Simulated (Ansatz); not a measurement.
**Cs and OH on Nb(110), hollow start, 2x2 cell: work function, bands and core levels**

Aim: how the adsorbate changes the work function, the valence spectrum and the core levels in Cs and OH on Nb(110), hollow start, 2x2 cell. Spin–orbit coupling is left out of the bands throughout.

Main program and level: Ansatz 0.2.0; DFT, PBE, plane-wave PAW, default files, scalar-relativistic.

## Step 1: The structure

The cell holds 4 atoms: 4 Nb. Its edges and angles: a = 3.310 Å, b = 2.867 Å, c = 22.022 Å, α = 90.0°, β = 90.0°, γ = 54.7°. It derives from Nb. Vacuum lies along c.

## Step 2: The clean face

The clean face is the reference for what the added atoms change.

The input, input.yaml:

```yaml
crystal:
  lattice:
    - [3.31, 0.0, 0.0]
    - [1.655, 2.3405234457, 0.0]
    - [0.0, 0.0, 22.0215703372]
  atoms:
    - { symbol: Nb, position: [0.0, 0.0, 0.659424833] }
    - { symbol: Nb, position: [0.5, 0.0, 0.553141611] }
    - { symbol: Nb, position: [0.0, 0.0, 0.446858389] }
    - { symbol: Nb, position: [0.5, 0.0, 0.340575167] }
kpoints:
  mp_grid: { grid: [16, 16, 1] }
scf:
  occupations: { method: fermi_dirac, width: 0.05 }
  n_extra_bands: 12
hamiltonian:
  xc: pbe
  pseudopotentials: { kind: paw }
output:
  forces: true
  write_potential: true
  volumetric_format: []
  dos:
    projected: true
    de: 0.05
    e_range: [-30, 12]
    method: { smearing: { sigma: 0.1, scheme: gaussian } }
efield:
  axis: 3
  dipole_correction: true
relax:
  f_tol: 0.03
  max_steps: 50
  constraints: [{ sites: [2, 3] }]
```

The run is started by

```sh
$ ansatz run input.yaml --threads 8 --pin off --max-ram 20480MiB --backend cpu --events-out ev --progress --plain --runs-dir out
```

Numbers of over 12 decimals in the logs are rounded to 6 here.

Output:

```text
scf.n_extra_bands = 12 over 26 filled bands (N_el = 52.0): the run solves 38 bands
Engine: ansatz 0.2.0, x86_64-unknown-linux-gnu
Pseudopotentials: kind: paw
Pseudopotential: Nb, paw, valence charge 13, recommended cutoff 420 eV (normal), Nb.paw.azcp
Functional definition: PBE
  parameter kappa = 0.804
  parameter beta = 0.066725
  exchange = pbe_x(kappa = kappa, mu = beta*pi^2/3)
  correlation = pbe_c(beta = beta)
Crystal: 4 atoms, lattice volume = 170.604 Å³
Basis set: ecut = 420 eV, 3347 PW (Γ), exchange–correlation on 48×40×300 points (8 copies of the dense FFT grid, shifted against one another)
Bands: 38, of which v1, the nominal top of the filled ones, is band 26 counted from 1 (25 counted from 0)
Symmetry: 4 space group operations
k-points: 73 of 256
Non-local potential: Nb, projectors of the file, l = 0: 3, l = 1: 2, l = 2: 2, l = 3: 1
PAW form: soft (Blöchl's): semilocal exchange-correlation on the pseudo side does not see the compensation charge
PAW one-centre angular grid: Nb, 590 points (default); XC on 64 Gauss nodes
Initial density: superposition of atomic densities (neutral atoms: chi_scale 0, normalization atom), corrected by the library's trained network
Initial wavefunctions: pseudopotential atomic-orbital guess
Functional: x = pbe(κ = 0.804, μ = 0.219515), c = pbe(β = 0.066725)
SCF iter   1: F=—  HF=-18207.215434 eV  |F-HF|=—  |Δ(HF+E_count)|=         —  Δρ=1.05e-2  dr2=3.48e0  ethr=1.77e-3  p=0.000 e·Å  D=1.77e-13 V/Å  ΔV_dip=-0.00 eV  dr2_dipole=2.90e-6  V_vac-E_F(+/−)=4.88/4.88 eV  ⟨swp⟩=7.4  Hψ=11995  notcnv=0  defer=36
efield: sawtooth ramp at fractional position 0.9500 (placed from the atoms, in the widest stretch of the axis that holds none; the zero of the levels goes with the place), width 0.1000; the density the first Hamiltonian is built on has a dipole p = 0.000 e·Å; the dipole correction subtracts the counter field D = 1.77e-13 V/Å, which shifts the + side's vacuum level by -0.00 eV against the − side's; the planar-averaged density in the ramp window peaks in size at 2.9e-5 e/Å³
preconditioner: auto → LDOS  [metal: Δε(μ)=0.003 eV  Ē_g=4.469 eV  σ=0.050 eV  W_gap=0.01  n_scr=14 (ndim 8)  ℏωp=12.7 eV  f_vac=0.492  D(μ)=4.91/eV (n_scr^D=16)  β→1.0]
SCF iter   2: F=—  HF=-18207.107962 eV  |F-HF|=—  |Δ(HF+E_count)|=   1.07e-1  Δρ=3.13e-3  dr2=1.68e-1  ethr=1.77e-3  p=-0.000 e·Å  D=-4.56e-7 V/Å  ΔV_dip=0.00 eV  dr2_dipole=1.10e-6  V_vac-E_F(+/−)=4.48/4.48 eV  ⟨swp⟩=1.9  Hψ=3644  notcnv=0  defer=169
SCF iter   3: F=—  HF=-18207.104220 eV  |F-HF|=—  |Δ(HF+E_count)|=   3.74e-3  Δρ=7.89e-4  dr2=1.03e-2  ethr=3.22e-4  p=-0.000 e·Å  D=-2.34e-6 V/Å  ΔV_dip=0.00 eV  dr2_dipole=1.98e-7  V_vac-E_F(+/−)=4.55/4.55 eV  ⟨swp⟩=2.0  Hψ=3087  notcnv=0  defer=239
SCF iter   4: F=—  HF=-18207.103559 eV  |F-HF|=—  |Δ(HF+E_count)|=   6.61e-4  Δρ=1.85e-4  dr2=1.20e-4  ethr=1.97e-5  p=0.000 e·Å  D=6.82e-7 V/Å  ΔV_dip=-0.00 eV  dr2_dipole=3.05e-9  V_vac-E_F(+/−)=4.53/4.53 eV  ⟨swp⟩=2.0  Hψ=3257  notcnv=0  defer=240
iter 5 did not close the SCF: its close was put off for the readings that it lacked (scf_convergence_deferred on its scf_iter line)
SCF iter   5: F=-18207.103558 eV  HF=-18207.103557 eV  |F-HF|=1.06e-6  |Δ(HF+E_count)|=   2.18e-6  Δρ=3.83e-5  dr2=4.32e-6  ethr=2.30e-7  p=0.000 e·Å  D=3.84e-7 V/Å  ΔV_dip=-0.00 eV  dr2_dipole=1.74e-10  V_vac-E_F(+/−)=4.53/4.53 eV  ⟨swp⟩=2.0  Hψ=3462  notcnv=0  defer=238
SCF iter   6: F=-18207.103560 eV  HF=-18207.103561 eV  |F-HF|=5.83e-7  |Δ(HF+E_count)|=   3.66e-6  Δρ=1.23e-5  dr2=1.02e-6  ethr=8.30e-9  p=0.000 e·Å  D=3.02e-7 V/Å  ΔV_dip=-0.00 eV  dr2_dipole=1.83e-12  V_vac-E_F(+/−)=4.53/4.53 eV  ⟨swp⟩=13.8  Hψ=23641  notcnv=0
SCF 1 converged in 6 iterations: F = -18207.103560 eV  dr2 = 1.02e-6
  greatest PAW one-centre occupation: 0.998 electrons in one spin orbital (limit 2), on the Nb atom at site 1 (counted from 0), in its partial waves of l = 0
relax step   1: F+E_penalty+E_count = -18207.10356019 eV  Δ(F+E_penalty+E_count) = +0.000e0 eV  max|allowed force component| = 4.081e-1 eV/Å  Δτ_max = 0.0000 Å  (6 SCF iters, dr2 threshold 2.25e-5 eV, accepted)
Initial density: handed on by an earlier stage of this run
Initial wavefunctions: those handed on with the density
iter 1 solved again at ethr=1.91e-3 eV; its pass at ethr=3.10e-3 eV (dr2=9.96e-1 eV) is discarded
SCF iter   1: F=—  HF=-18207.172204 eV  |F-HF|=—  |Δ(HF+E_count)|=         —  Δρ=1.13e-2  dr2=9.46e-1  ethr=1.91e-3  p=0.000 e·Å  D=2.71e-7 V/Å  ΔV_dip=-0.00 eV  dr2_dipole=9.20e-3  V_vac-E_F(+/−)=4.57/4.57 eV  ⟨swp⟩=1.0  Hψ=10262  notcnv=0  defer=191
efield: sawtooth ramp at fractional position 0.9500 (handed on by an earlier solve), width 0.1000; the density the first Hamiltonian is built on has a dipole p = 0.000 e·Å; the dipole correction subtracts the counter field D = 2.71e-7 V/Å, which shifts the + side's vacuum level by -0.00 eV against the − side's; the planar-averaged density in the ramp window peaks in size at 8.9e-6 e/Å³
preconditioner: auto → LDOS  [metal: Δε(μ)=0.016 eV  Ē_g=4.562 eV  σ=0.050 eV  W_gap=0.08  n_scr=14 (ndim 8)  ℏωp=12.7 eV  f_vac=0.498  D(μ)=4.79/eV (n_scr^D=14)  β→1.0]
SCF iter   2: F=—  HF=-18207.121776 eV  |F-HF|=—  |Δ(HF+E_count)|=   5.04e-2  Δρ=5.05e-3  dr2=1.87e-1  ethr=1.82e-3  p=0.012 e·Å  D=1.24e-2 V/Å  ΔV_dip=-0.27 eV  dr2_dipole=1.62e-3  V_vac-E_F(+/−)=4.26/4.53 eV  ⟨swp⟩=2.2  Hψ=3834  notcnv=0  defer=194
SCF iter   3: F=—  HF=-18207.107788 eV  |F-HF|=—  |Δ(HF+E_count)|=   1.40e-2  Δρ=1.83e-3  dr2=2.53e-2  ethr=3.59e-4  p=0.005 e·Å  D=4.81e-3 V/Å  ΔV_dip=-0.11 eV  dr2_dipole=1.66e-3  V_vac-E_F(+/−)=4.44/4.55 eV  ⟨swp⟩=2.8  Hψ=4238  notcnv=0  defer=235
SCF iter   4: F=—  HF=-18207.104442 eV  |F-HF|=—  |Δ(HF+E_count)|=   3.35e-3  Δρ=3.85e-4  dr2=5.27e-4  ethr=4.86e-5  p=0.005 e·Å  D=5.75e-3 V/Å  ΔV_dip=-0.13 eV  dr2_dipole=1.27e-5  V_vac-E_F(+/−)=4.42/4.54 eV  ⟨swp⟩=2.4  Hψ=4315  notcnv=0  defer=248
SCF iter   5: F=—  HF=-18207.104356 eV  |F-HF|=—  |Δ(HF+E_count)|=   8.55e-5  Δρ=1.10e-4  dr2=3.97e-5  ethr=1.01e-6  p=0.005 e·Å  D=5.71e-3 V/Å  ΔV_dip=-0.13 eV  dr2_dipole=2.86e-6  V_vac-E_F(+/−)=4.42/4.54 eV  ⟨swp⟩=2.5  Hψ=3863  notcnv=0  defer=249
SCF iter   6: F=-18207.104366 eV  HF=-18207.104372 eV  |F-HF|=5.31e-6  |Δ(HF+E_count)|=   1.54e-5  Δρ=3.19e-5  dr2=6.20e-6  ethr=2.00e-8  p=0.005 e·Å  D=5.53e-3 V/Å  ΔV_dip=-0.12 eV  dr2_dipole=2.10e-6  V_vac-E_F(+/−)=4.42/4.54 eV  ⟨swp⟩=17.6  Hψ=24647  notcnv=0
SCF 2 converged in 6 iterations: F = -18207.104366 eV  dr2 = 6.20e-6
  Residual-converged pass: ⟨swp⟩=1.0  Hψ=3066  notcnv=0  max |occ|·‖R‖ = 7.0e-9 eV (tolerance 1.0e-8 eV)  dr2=6.20e-6  dr2_onsite=3.36e-8  max |Δocc| = 2.7e-10
relax step   2: F+E_penalty+E_count = -18207.10436627 eV  Δ(F+E_penalty+E_count) = -8.061e-4 eV  max|allowed force component| = 5.159e-1 eV/Å  Δτ_max = 0.1926 Å  (6 SCF iters, dr2 threshold 1.04e-5 eV, accepted)
iter 1 solved again at ethr=4.84e-4 eV; its pass at ethr=3.10e-3 eV (dr2=2.52e-1 eV) is discarded
SCF iter   1: F=—  HF=-18207.143813 eV  |F-HF|=—  |Δ(HF+E_count)|=         —  Δρ=5.45e-3  dr2=2.55e-1  ethr=4.84e-4  p=0.005 e·Å  D=5.53e-3 V/Å  ΔV_dip=-0.12 eV  dr2_dipole=3.56e-3  V_vac-E_F(+/−)=4.40/4.52 eV  ⟨swp⟩=1.5  Hψ=9172  notcnv=0  defer=232
efield: sawtooth ramp at fractional position 0.9500 (handed on by an earlier solve), width 0.1000; the density the first Hamiltonian is built on has a dipole p = 0.005 e·Å; the dipole correction subtracts the counter field D = 5.53e-3 V/Å, which shifts the + side's vacuum level by -0.12 eV against the − side's; the planar-averaged density in the ramp window peaks in size at 6.3e-6 e/Å³
preconditioner: auto → LDOS  [metal: Δε(μ)=0.012 eV  Ē_g=4.486 eV  σ=0.050 eV  W_gap=0.06  n_scr=14 (ndim 8)  ℏωp=12.7 eV  f_vac=0.494  D(μ)=5.45/eV (n_scr^D=36)  β→1.0]
SCF iter   2: F=—  HF=-18207.130359 eV  |F-HF|=—  |Δ(HF+E_count)|=   1.35e-2  Δρ=1.94e-3  dr2=1.78e-2  ethr=4.84e-4  p=-0.000 e·Å  D=-1.48e-4 V/Å  ΔV_dip=0.00 eV  dr2_dipole=6.94e-6  V_vac-E_F(+/−)=4.55/4.55 eV  ⟨swp⟩=2.2  Hψ=3440  notcnv=0  defer=232
SCF iter   3: F=—  HF=-18207.129132 eV  |F-HF|=—  |Δ(HF+E_count)|=   1.23e-3  Δρ=9.44e-4  dr2=7.11e-3  ethr=3.42e-5  p=0.003 e·Å  D=3.26e-3 V/Å  ΔV_dip=-0.07 eV  dr2_dipole=8.46e-4  V_vac-E_F(+/−)=4.46/4.54 eV  ⟨swp⟩=3.3  Hψ=5442  notcnv=0  defer=234
SCF iter   4: F=—  HF=-18207.128123 eV  |F-HF|=—  |Δ(HF+E_count)|=   1.01e-3  Δρ=2.94e-4  dr2=6.74e-4  ethr=1.37e-5  p=0.003 e·Å  D=2.72e-3 V/Å  ΔV_dip=-0.06 eV  dr2_dipole=9.12e-5  V_vac-E_F(+/−)=4.48/4.54 eV  ⟨swp⟩=1.9  Hψ=3340  notcnv=0  defer=235
SCF iter   5: F=—  HF=-18207.128085 eV  |F-HF|=—  |Δ(HF+E_count)|=   3.77e-5  Δρ=5.31e-5  dr2=2.83e-5  ethr=1.30e-6  p=0.002 e·Å  D=2.55e-3 V/Å  ΔV_dip=-0.06 eV  dr2_dipole=5.80e-6  V_vac-E_F(+/−)=4.48/4.54 eV  ⟨swp⟩=2.1  Hψ=3300  notcnv=0  defer=235
SCF iter   6: F=-18207.128085 eV  HF=-18207.128086 eV  |F-HF|=8.03e-7  |Δ(HF+E_count)|=   5.49e-7  Δρ=1.38e-5  dr2=1.02e-6  ethr=3.20e-8  p=0.002 e·Å  D=2.60e-3 V/Å  ΔV_dip=-0.06 eV  dr2_dipole=3.11e-7  V_vac-E_F(+/−)=4.48/4.54 eV  ⟨swp⟩=16.8  Hψ=23306  notcnv=0
SCF 3 converged in 6 iterations: F = -18207.128085 eV  dr2 = 1.02e-6
relax step   3: F+E_penalty+E_count = -18207.12808502 eV  Δ(F+E_penalty+E_count) = -2.372e-2 eV  max|allowed force component| = 1.889e-2 eV/Å  Δτ_max = 0.0912 Å  (6 SCF iters, dr2 threshold 1.66e-5 eV, accepted)
iter 1 solved again at ethr=1.95e-9 eV; its pass at ethr=3.10e-3 eV (dr2=1.01e-6 eV) is discarded
SCF iter   1: F=—  HF=-18207.128060 eV  |F-HF|=—  |Δ(HF+E_count)|=         —  Δρ=1.38e-5  dr2=1.01e-6  ethr=1.95e-9  p=0.002 e·Å  D=2.60e-3 V/Å  ΔV_dip=-0.06 eV  dr2_dipole=3.10e-7  V_vac-E_F(+/−)=4.48/4.54 eV  ⟨swp⟩=1.0  Hψ=7300  notcnv=0
efield: sawtooth ramp at fractional position 0.9500 (handed on by an earlier solve), width 0.1000; the density the first Hamiltonian is built on has a dipole p = 0.002 e·Å; the dipole correction subtracts the counter field D = 2.60e-3 V/Å, which shifts the + side's vacuum level by -0.06 eV against the − side's; the planar-averaged density in the ramp window peaks in size at 6.4e-6 e/Å³
preconditioner: auto → LDOS  [metal: Δε(μ)=0.029 eV  Ē_g=4.486 eV  σ=0.050 eV  W_gap=0.14  n_scr=14 (ndim 8)  ℏωp=12.7 eV  f_vac=0.494  D(μ)=5.21/eV (n_scr^D=28)  β→1.0]
SCF iter   2: F=—  HF=-18207.128086 eV  |F-HF|=—  |Δ(HF+E_count)|=   2.62e-5  Δρ=9.91e-6  dr2=6.48e-7  ethr=1.95e-9  p=0.002 e·Å  D=2.60e-3 V/Å  ΔV_dip=-0.06 eV  dr2_dipole=8.67e-8  V_vac-E_F(+/−)=4.48/4.54 eV  ⟨swp⟩=2.3  Hψ=4092  notcnv=0
SCF iter   3: F=-18207.128086 eV  HF=-18207.128086 eV  |F-HF|=5.06e-8  |Δ(HF+E_count)|=   3.89e-8  Δρ=2.74e-6  dr2=5.69e-8  ethr=1.92e-10  p=0.002 e·Å  D=2.62e-3 V/Å  ΔV_dip=-0.06 eV  dr2_dipole=2.22e-8  V_vac-E_F(+/−)=4.48/4.54 eV  ⟨swp⟩=9.8  Hψ=19806  notcnv=0
SCF 4 converged in 3 iterations: F = -18207.128086 eV  dr2 = 5.69e-8
relax step   4: F+E_penalty+E_count = -18207.12808600 eV  Δ(F+E_penalty+E_count) = -9.785e-7 eV  max|allowed force component| = 1.875e-2 eV/Å  Δτ_max = 0.0000 Å  (3 SCF iters, accepted)
NSCF: frozen V_eff on 73 k-points
the band table was solved once a step of the walk had ended and its energy, with any forces and stress, was formed, with the checks that follow a solve (14235 applications of the Hamiltonian). They found nothing against the state; the energy, forces and stress were not computed again (output.eigenvalues in the input reference)
WARN: The output density's exchange-correlation potential varies sharply where the density is thin. Do not read a vacuum level from v_tot or v_xc, or from such a field of the output density. On a cell that repeats whose density bears no net charge and no dipole along the vacuum's axis use v_es (v_loc + v_h of the components); under efield.dipole_correction with no amplitude use v_es + v_field, which holds any externa [...]
SCF converged after 3 iterations
Free energy (F): -18207.128086 eV
Harris-Foulkes:  -18207.128086 eV  (|F-HF|=5.06e-8)
Internal energy: -18207.084410 eV  (E = F + TS)
E sigma→0 (E₀):  -18207.106248 eV
Entropy (-TS):   -0.043676 eV (-10.919 meV/atom)
Fermi energy:    5.103069 eV
Dipole field:    D = 0.002408 V/Å  (p = 0.002270 e·Å, saw-weighted, corrected)
Work function:   Φ+ = 4.4815 eV   Φ− = 4.5345 eV
Levels:          The Fermi level and band energies are counted from a zero that moves with the ramp; work functions are not
--- Per-component energies (eV) ---
  E_band       = -934.143979
  E_kinetic    = 1574.491829
  E_local      = -42885.475296  (includes V_loc(G=0)·N_el)
  E_nonlocal   = 481.648018
  E_hartree    = 20586.978603
  E_xc         = -699.150896
  E_vxc        = -847.723706  (∫ρ·V_xc dr)
  E_paw        = -12293.976255  (= ΣΔE_a)
  E_vpaw       = -431.038016  (= ΣTr[D̂ρ^β])
  E_aug_tail   = 0.000026  (compensation charges beyond the density's cutoff)
  E_efield     = 0.000003  (sawtooth field / dipole correction)
  E_vefield    = 0.002798  (∫n·V_field dr)
  E_ewald      = 15028.399558
  E_smearing   = -0.043676  (= −TS)
  E_closure    = 0.000000  (closes the sum)
  Σ components = -18207.128086   (vs F -18207.128086, Δ=0.00e0)
--- Forces (eV/Å), atoms counted from 1 ---
  atom   1  Nb     0.00000000     0.00000000     0.01341337
  atom   2  Nb     0.00000000    -0.00000000    -0.01874590
  atom   3  Nb     0.00000000    -0.00000000    -0.44294190
  atom   4  Nb     0.00000000     0.00000000     0.44835748
  max |Σ_I F_I| component: 8.30e-5 eV/Å
--- Band table (eV; the first three rows and the last of 73) ---
  k-point 0: bands = [... 22 lower, 4.5642, 4.6255, 4.7963, 5.1996, 5.3026, 5.6885, 5.7676, 6.8096, ... 8 higher]
  k-point 1: bands = [... 22 lower, 4.6241, 4.7066, 4.8528, 5.2880, 5.3458, 5.5984, 5.6077, 6.3471, ... 8 higher]
  k-point 2: bands = [... 22 lower, 4.5666, 4.9256, 5.0520, 5.1626, 5.2192, 5.4645, 5.5752, 5.7569, ... 8 higher]
  k-point 72: bands = [... 22 lower, 3.9948, 4.4507, 4.5160, 4.5972, 5.1601, 5.1754, 5.3398, 6.8803, ... 8 higher]
--- Relaxed structure (4 steps of the walk, 4 accepted, 0 SCFs on fresh bases) ---
  F+E_penalty+E_count = -18207.12808600 eV   max|allowed force component| = 1.875e-2 eV/Å
  atoms:
    - { symbol: Nb, position: [1.2027481703189394e-18, -2.405496340637879e-18, 0.654819] }
    - { symbol: Nb, position: [0.5, 2.8929810222803085e-19, 0.553696] }
    - { symbol: Nb, position: [0.0, 0.0, 0.446858389] }
    - { symbol: Nb, position: [0.5, 0.0, 0.340575167] }
```

Wall time 10 s (8 threads of AMD EPYC 9B45 (Zen 5), shared host); peak memory 0.91 GiB; 56 s of CPU time.

Relaxation path:

```csv
step,energy less that of the first step (eV),largest force component (eV/Å)
1,0.0000,0.4081
2,-0.0008,0.5159
3,-0.0245,0.0189
4,-0.0245,0.0187
```

The run keeps the 4 symmetry operations that it works with, so distortions that break them were not tested.

The atoms that moved most (Å):

```csv
atom,dx,dy,dz,length
Nb1,0.000,0.000,-0.101,0.101
Nb2,0.000,0.000,0.012,0.012
```

This step gave:

```
free energy                                    : -18207.1281 eV
energy at zero smearing                        : -18207.1062 eV
smearing term TS                               : 0.04368 eV
Fermi energy                                   : 5.103 eV
symmetry operations                            : 4
zero of energy                                 : Fermi level
share of occupied states in no projected shell : 0.0074 of the occupied states in the window
DOS at the Fermi level                         : 5.204 states/eV/cell
work function, upper face                      : 4.479 eV
work function, lower face                      : 4.537 eV
```

The DOS has structure finer than the step of the table below, so its rows give means over 1 eV, whole bins alone (the curve runs from -30.0 to 3.02 eV). Peaks (eV: height): total -2.7: 6.11, -1.5: 8.36, -0.5: 7.30, 1.7: 4.70; Nb 4d -2.4: 5.05, -1.5: 8.11, -0.5: 6.23, 1.7: 4.15; Nb 5s -3.4: 1.41, -2.7: 1.05, -0.5: 0.848, 0.1: 0.748; Nb 5p* 0.2: 0.340, 0.8: 0.302, 1.2: 0.310, 1.5: 0.378.

* holds the states left over by the projection beside any projected weight of its own. DOS against E, zero at the Fermi level; means over each step; values in states/eV/cell:

```csv
E (eV),total,Nb 4d,Nb 5s,Nb 5p*,Nb 4p
-7,0,0,0,0,0
-6,0.0131,6.6e-5,0.0129,1.7e-4,0
-5,0.269,0.00689,0.256,0.00671,0
-4,0.812,0.217,0.571,0.0245,0
-3,4.56,3.47,1.00,0.0830,0
-2,4.50,4.10,0.310,0.0877,0
-1,6.63,6.15,0.333,0.142,0
0,5.50,4.67,0.596,0.238,0
1,3.29,2.71,0.322,0.258,0
2,4.69,4.22,0.233,0.230,0
```

Maxima picked by a test of local sharpness, so broad peaks and shoulders can be missing; peaks within 0.45 eV of a curve's cut are left out. Valence peaks, by row:

```csv
photon energy (eV),binding energy (eV),height (% of the maximum within 13 eV),main shell,its share (%)
21.2,2.55,66.27,Nb 4d,99.9
21.2,1.4,100,Nb 4d,99.97
21.2,0.5,81.63,Nb 4d,99.91
150,2.6,67.93,Nb 4d,97.32
150,1.4,100,Nb 4d,99.54
150,0.5,83.14,Nb 4d,98.14
1487,2.55,68.73,Nb 4d,95.16
1487,1.4,100,Nb 4d,99.09
1487,0.5,83.73,Nb 4d,96.48
5950,3.25,66.42,Nb 4d,59.13
5950,2.65,84.45,Nb 4d,72.58
5950,1.4,100,Nb 4d,94.58
5950,0.5,95.65,Nb 4d,80.69
```

From the Fermi level. Planar mean, electrostatic potential against z:

```csv
z (Å),"planar mean, electrostatic potential (eV)"
0.0,4.51
0.5,4.52
1.0,4.53
1.5,4.54
2.0,4.54
2.5,4.54
3.0,4.54
3.5,4.53
4.0,4.51
4.5,4.47
5.0,4.31
5.5,3.84
6.0,2.46
6.5,-1.64
7.0,-13.3
7.5,-21.6
8.0,-12.9
8.5,-1.81
9.0,-4.12
9.5,-17.0
10.0,-20.4
10.5,-8.39
11.0,-1.02
11.5,-7.48
12.0,-19.8
12.5,-17.8
13.0,-5.12
13.5,-3.20
14.0,-15.1
14.5,-21.4
15.0,-11.1
15.5,-0.662
16.0,2.75
16.5,3.90
17.0,4.29
17.5,4.42
18.0,4.46
18.5,4.47
19.0,4.48
19.5,4.48
20.0,4.48
20.5,4.48
21.0,4.48
21.5,4.49
```

Recipe: projected DOS times atomic cross section and asymmetry factor (unpolarised light, 45° from the beam), occupied states only, Fermi edge at 20 K, a Lorentzian width of 0.2 eV growing by 0 eV per eV of binding energy, and a resolution of 0.1 eV. Each atom is damped by exp[−depth/(λ cos θ)], θ = 0° from the normal, λ from the universal curve. Curves are cut 10 eV under the photon energy, above any shell that the free atom's threshold puts out of reach, or at the lower edge of the window: 11.2 eV at 21.2 eV, 30 eV at 150 eV, 30 eV at 1486.7 eV and 30 eV at 5950 eV. Matrix elements of the solid and inelastic losses aren't modelled, nor non-dipole terms, which matter above 3 keV.

How the area divides among the shells (%):

```csv
shell,21.2 eV,150 eV,1486.7 eV,5950 eV
Nb 5s,0.1,1.9,2.5,7.1
Nb 4p,0.0,20.6,43.3,70.0
Nb 4d,99.9,77.4,54.1,22.6
```

The window's lower edge cuts through Nb 4p, so the shares at energies that reach it are artefacts of the cut.

Cross sections used, in Mb an electron:

```csv
shell,21.2 eV,150 eV,1486.7 eV,5950 eV
Nb 5s,0.024,0.0080,2.0e-4,1.3e-5
Nb 4p,-,0.057,0.0026,9.4e-5
Nb 4d,5.1,0.044,6.5e-4,5.9e-6
```

At the Fermi level the DOS is 5.20 states/eV a cell, and on the broadened curves Nb 4d holds 85 % of the total there.

(Continued in part 2 of 4.)

[Logs are printed without paths, hosts, clocks, repeated set-up lines and the standing remarks that a program may print on its own settings, such as how far it seeks lower states.]

[Hosts, paths, dates, database ids (printed as entryN), source tags and the programs' standing remarks are cut or masked in the printed files.]

[Maps of the electrostatic potential energy from Ansatz leave out the sawtooth potential of an applied field or a dipole correction, so their vacuum need not be flat; work functions include it.]
